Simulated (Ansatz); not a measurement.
Gas-phase electronic energies from Ansatz, PBE0-D4/def2-TZVP geometries. CBS: MP2 limit from def2 TZ/QZ plus the TZ coupled-cluster correction, frozen cores. This one scheme is used for every species. DFT in def2-TZVPP. B3LYP here is the variant with VWN-RPA as its local correlation; programs differ in this. No spin–orbit coupling; open shells (•) take unrestricted orbitals. def2 core potentials past Kr. For Sn outer-core shells are correlated without core-valence functions, which leaves a few kJ/mol of doubt a bond. One conformer a species, not always the lowest.

Consider the hydrogen abstraction from the Sn–H bond: `[NH2][SnH]([NH2])[NH2]` + `F[C](F)F`• → `[NH2][Sn]([NH2])[NH2]`• + trifluoromethane.

`[NH2][SnH]([NH2])[NH2]`:

Cartesian coordinates in Å:
```
N 1.351 -0.335 1.309
Sn -0.050 -0.483 -0.143
N -1.913 0.014 0.452
N 0.321 1.006 -1.460
H 1.791 0.573 1.366
H 2.075 -1.040 1.274
H -0.074 -2.110 -0.675
H -2.314 -0.629 1.122
H -1.960 0.942 0.854
H 1.193 0.922 -1.965
H -0.421 1.140 -2.134
```

`F[C](F)F`•:

Z-matrix (Å, degrees):
```
C
F 1 1.313
F 1 1.313 2 111.4
F 1 1.313 2 111.4 3 125.1
```

`[NH2][Sn]([NH2])[NH2]`•:

```xyz
10

N    -0.455   -1.107    1.405
Sn    0.172   -0.552   -0.463
N     1.678    0.768   -0.038
N    -1.334    0.694   -1.070
H    -0.186   -2.040    1.691
H    -1.462   -1.030    1.499
H     2.078    0.595    0.878
H     2.436    0.789   -0.709
H    -0.972    1.573   -1.423
H    -1.956    0.310   -1.770
```

`FC(F)F`:

```xyz
5

F    -0.005   -1.128   -0.669
C    -0.056    0.011    0.018
F     0.754   -0.092    1.070
F     0.387    0.995   -0.762
H    -1.079    0.214    0.343
```

| level | ΔE (kJ/mol) | difference from CCSD(T)/CBS |
| --- | --- | --- |
| PBE-D4 | -177.0 | -16.6 |
| r2SCAN-D4 | -165.6 | -5.2 |
| PBE0-D4 | -162.2 | -1.8 |
| B3LYP-D4 | -172.3 | -11.9 |
| ωB97X-V | -151.5 | 8.9 |
| ωB97M-V | -165.2 | -4.8 |
| B2PLYP | -166.6 | -6.2 |
| PBE | -177.4 | -17.0 |
| r2SCAN | -165.8 | -5.4 |
| PBE0 | -162.6 | -2.2 |
| B3LYP | -172.6 | -12.2 |
| HF/def2-TZVPP | -121.1 | 39.3 |
| MP2/def2-TZVPP | -160.1 | 0.3 |
| SCS-MP2/def2-TZVPP | -159.0 | 1.4 |
| CCSD/def2-TZVPP | -153.5 | 6.9 |
| CCSD(T)/def2-TZVPP | -157.7 | 2.7 |
| HF/def2-QZVPP | -121.4 | 39.0 |
| MP2/def2-QZVPP | -161.7 | -1.3 |
| SCS-MP2/def2-QZVPP | -160.5 | -0.1 |
| HF/CBS(def2) | -121.4 | 39.0 |
| MP2/CBS(def2) | -162.8 | -2.4 |
| CCSD/CBS(def2) | -156.3 | 4.1 |
| CCSD(T)/CBS | -160.4 | 0 |

Largest T1 diagnostic among the species: 0.018.

In def2-TZVPP, CCSD(T) changes the Hartree–Fock value by −36.5 kJ/mol (the triples alone add −4.1 kJ/mol) and MP2 by −38.9 kJ/mol. From PBE to PBE0 (25 % exact exchange), in def2-TZVPP and without D4, ΔE moves by +14.8 kJ/mol.

CCSD(T)/CBS has its own doubt, a few kJ/mol and more with outer-core shells, so smaller differences from it don't rank the levels.
